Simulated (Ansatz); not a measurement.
Slab: MoS2, a slab with vacuum.

```
Mo S
1.0
     3.18402    0.00000    0.00000
    -1.59201    2.75744    0.00000
     0.00000    0.00000   28.38732
Mo S
3 6
Direct
  0.33333 0.66667 0.22816
  0.33333 0.66667 0.77184
  0.66667 0.33333 0.00000
  0.66667 0.33333 0.17349
  0.66667 0.33333 0.71719
  0.33333 0.66667 0.94533
  0.66667 0.33333 0.28281
  0.66667 0.33333 0.82651
  0.33333 0.66667 0.05467
```

Base run:

```yaml
Program: Ansatz 0.2.0
Functional: PBE
Potentials_or_basis: Ansatz PAW
Cutoff: "420 eV (not typed: the program's choice for these potentials)"
k_mesh: 10 × 10 × 1
Occupations: gaussian, width 0.014 eV
Spin: no spin polarisation
```

Its results: band gap on the k mesh 1.30 eV, indirect (least direct gap 1.88 eV); largest force 0.217 eV/Å.

Question: The run is repeated on the same cell with these changes: functional from PBE to r2SCAN; cutoff from 420 eV (not typed: the program's choice for these potentials) to 500 eV (not typed: the program's choice for these potentials); occupations from gaussian, width 0.014 eV to fermi-dirac, width 0.05 eV. What comes out?

Answer: Band gap on the k mesh 1.38 eV, indirect (least direct gap 1.99 eV); largest force 0.017 eV/Å.

Caveats: the k mesh misses the band edges, so the gap on the mesh is wider than the one along the path (some runs); the PAW data sets come from PBE, with cores solved anew for the run's functional, which leaves a small shift of forces and pressure (some runs).
